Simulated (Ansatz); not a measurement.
**TaSi$_{2}$ (P6_222), random displacements**

These are results of DFT PBEsol, scalar-relativistic, plane waves, PAW (Ansatz 0.2.0), not measurements. Settings: plane waves to 420 eV, k-mesh 12×12×6 (Γ-centred), Gaussian smearing 0.15 eV. Spin–orbit coupling is left out, which can shift energies with elements as heavy as these. No spin polarisation. Energies are free energies at this smearing, counted from the undisturbed cell; pressure is positive in compression.

Reference structure (relaxed at this level; it needn't be the usual structure):

```xyz
9
Lattice="4.7609 0.0000 0.0000 -2.3804 4.1230 0.0000 0.0000 0.0000 6.5558" Properties=species:S:1:pos:R:3 pbc="T T T"
Ta    2.3804    0.0000    3.2779
Ta    1.1902    2.0615    5.4632
Ta   -1.1902    2.0615    1.0926
Si    0.0000    1.3133    3.2779
Si    3.6235    0.6567    5.4632
Si    1.2431    3.4664    1.0926
Si    2.3804    2.8097    3.2779
Si   -1.2431    3.4664    5.4632
Si    1.1374    0.6567    1.0926
```

The atoms are displaced (Å, in the unstrained cell):

| atom | ux | uy | uz |
| --- | --- | --- | --- |
| Ta1 | 0.252 | -0.191 | -0.170 |
| Ta2 | -0.086 | -0.076 | -0.161 |
| Ta3 | -0.294 | -0.315 | 0.176 |
| Si4 | -0.135 | 0.032 | 0.063 |
| Si5 | -0.297 | 0.348 | 0.058 |
| Si6 | 0.167 | 0.187 | -0.262 |
| Si7 | 0.003 | -0.068 | -0.199 |
| Si8 | 0.355 | 0.053 | 0.434 |
| Si9 | 0.035 | 0.030 | 0.061 |

Strain (Voigt, engineering shear): (-0.0453, -0.0222, 0.0210, -0.1044, -0.0217, -0.0336).

(1) What are the energy change, the stress and the forces?

## Answers

(1) ΔE = 901.9 meV/atom; stress (xx, yy, zz, yz, xz, xy; compression positive) (45.62, 31.69, 27.48, 19.00, -1.41, 6.16) GPa.
| atom | Fx (eV/Å) | Fy | Fz |
| --- | --- | --- | --- |
| Ta1 | -5.66 | 0.49 | 2.07 |
| Ta2 | 1.06 | 1.09 | 2.37 |
| Ta3 | 6.81 | 6.03 | -3.28 |
| Si4 | 1.24 | -0.57 | -1.29 |
| Si5 | 3.03 | -1.86 | -3.12 |
| Si6 | 0.10 | -4.63 | -0.54 |
| Si7 | -0.68 | 1.08 | 4.96 |
| Si8 | -1.84 | -1.49 | -3.32 |
| Si9 | -4.04 | -0.14 | 2.16 |

Cost: 1 run of about 3.3 core-minutes, on Arm Neoverse V2 (shared hosts).